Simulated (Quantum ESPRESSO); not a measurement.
Runs of Quantum ESPRESSO 7.5 on MgS (Niningerite). It takes space group Fm-3m (No. 225, cubic). The conventional cell has a = 5.203 Å, b = 5.203 Å, c = 5.203 Å, α = 90.00°, β = 90.00°, γ = 90.00°. Around S (site symmetry m-3m) lie 6 Mg at 2.60 Å. Mg (site symmetry m-3m) is surrounded by 6 S at 2.60 Å. 

```csv
task,level,potentials or basis,cell,k mesh,cutoff (eV),form of the LDA correlation,q mesh,k mesh for the Wannier functions,iterations,pressure (GPa)
phonons and Raman activities,LDA,JTH 2.0 LDA,relaxed,"6 × 6 × 6, shifted",490,PW92,-,-,-,-0.1
phonon dispersion,LDA,JTH 2.0 LDA,relaxed,"4 × 4 × 4, shifted",490,PW92,4 × 4 × 4,-,-,-0.1
Wannier functions,LDA,JTH 2.0 LDA,as given,5 × 5 × 5,490,PW92,-,5 × 5 × 5,-,-3.5
energy-loss spectrum,PBEsol,SG15 PBE 1.2,volume scaled by 1.04,"4 × 4 × 4, shifted",952,-,-,-,400,(a)
energy-loss spectrum,PBEsol,PseudoDojo 0.4.1 SR PBEsol standard,volume scaled by 1.08,"4 × 4 × 4, shifted",1143,-,-,-,200,-5.8
```

Alike in all rows: no spin polarisation; smearing fermi-dirac 0.05 eV.

Problem. Fill in the values left out.

Solution. (a) -3.3.

Caveats: the cutoff is low for these files, which shifts pressure and relaxed volume (some runs); the Lanczos chain is short for so many electrons, so humps in the spectrum may be artefacts (some runs); the Wannier minimisation didn't converge (some runs); the potentials were made for another functional, which shifts forces and pressure (some runs).

Runs at the PBE level aren't shown here.
